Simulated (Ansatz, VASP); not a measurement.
## CuO (Tenorite): VASP beside Ansatz

```
CELL_PARAMETERS angstrom
2.39064 -1.74700 0.00000
2.39064 1.74700 0.00000
-0.87743 0.00000 5.15867
ATOMIC_POSITIONS crystal
Cu 0.49680 0.00320 0.50000
Cu 0.00320 0.49680 0.00000
O 0.40560 0.57140 0.75370
O 0.57140 0.40560 0.25370
```

Change from the starting cell: volume scaled by 1.06.

Alike in both runs: task single point; functional PBEsol; k mesh 10 × 10 × 5; occupations fermi-dirac, width 0.05 eV; no spin polarisation.

```csv
,VASP,Ansatz
version,VASP 6.6.1,Ansatz 0.2.0
potentials or method,"VASP PAW PBE potentials, release 64 (Cu, O)",Ansatz PAW
plane-wave cutoff (eV),520,420
valence electrons in the cell,34,50
```

Ansatz gave:

| Property | Result |
| --- | --- |
| gap on the k mesh at the Fermi level (eV) | none |
| pressure (GPa) | -11.5 |
| largest component of the traceless stress (GPa) | 4.19 |
| rms of the force components (eV/Å) | 0.381 |

Question: Estimate VASP's values.

Answer: gap on the k mesh at the Fermi level (eV): none; pressure (GPa): -10.9; largest component of the traceless stress (GPa): 3.88; rms of the force components (eV/Å): 0.382.

Atom by atom the forces differ by 0.019 eV/Å (rms over components). A gap of «none» marks a metal or a gap that the smearing closes. The two sets of potentials don't hold the same shells in valence.

Caveats: the run has no spin polarisation, though such a crystal can be magnetic; semilocal functionals often make such compounds metallic where correlation or magnetic order opens a gap, which also shifts bond lengths; the PAW data sets were made with another functional, which shifts forces and pressure a little (VASP); the pressure holds a Pulay correction of +0.7 GPa for the finite cutoff (Ansatz); the PAW data sets come from PBE, with cores solved anew for the run's functional, which leaves a small shift of forces and pressure (Ansatz).
